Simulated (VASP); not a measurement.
## B: single point with PBE

The system is B.

```
B
1.0
     2.93192    0.00000    0.00000
    -1.46596    2.53912    0.00000
     0.00000    0.00000   10.34255
B
10
Direct
  0.33333 0.66667 0.57903
  0.66667 0.33333 0.07903
  0.00000 0.00000 0.75000
  0.33333 0.66667 0.92097
  0.00000 0.00000 0.25000
  0.66667 0.33333 0.42097
  0.33333 0.66667 0.75000
  0.00000 0.00000 0.50000
  0.66667 0.33333 0.25000
  0.00000 0.00000 0.00000
```

The cell was built by a generator and needn't be a form met in nature.

* Program: VASP 6.6.1
* Task: single point
* Functional: PBE
* Potentials or basis: VASP PAW PBE potentials, release 64 (B)
* Cutoff: 520 eV
* k mesh: 6 × 6 × 2
* Occupations: gaussian, width 0.1 eV
* Spin: no spin polarisation

The pressure is -11.5 GPa and the largest force is 1.166 eV/Å. The band gap on the k mesh is none (metal or under the smearing width).

Forces in eV/Å, atoms in the order of the input:
```
B    0.000  0.000 -1.166
B    0.000  0.000 -1.166
B    0.000  0.000  0.000
B    0.000  0.000  1.166
B    0.000  0.000  0.000
B    0.000  0.000  1.166
B    0.000  0.000  0.000
B    0.000  0.000  0.000
B    0.000  0.000  0.000
B    0.000  0.000  0.000
```

Stress tensor (GPa, compression positive):
```
 -4.71   0.00   0.00
  0.00  -4.71   0.00
  0.00   0.00 -25.17
```

Levels at points of the mesh, in eV from the Fermi level:
```tsv
k point	band 12	band 13	band 14	band 15	band 16	band 17	band 18	band 19
(0.00, 0.00, 0.00)	1.57	1.57	1.67	2.76	2.76	3.29	3.29	4.14
(0.50, 0.00, 0.00)	-2.14	-1.75	-1.30	-0.26	-0.18	1.31	1.90	4.58
(0.00, 0.00, 0.50)	0.38	2.06	2.06	2.06	2.06	3.87	3.87	3.87
(0.50, 0.00, 0.50)	-2.74	-1.67	-1.67	-0.84	-0.84	2.57	2.57	4.37
```

Run time: 29 s on 1 thread of Intel(R) Xeon(R) Platinum 8488C (Sapphire Rapids), with other jobs on the host, peak memory 0.19 GiB.

Caveat: the k mesh is coarse (spacing up to 0.41 Å⁻¹), so the values aren't converged; forces of over 1 eV/Å show positions far from the minimum, so gaps and moduli don't describe the material at rest.
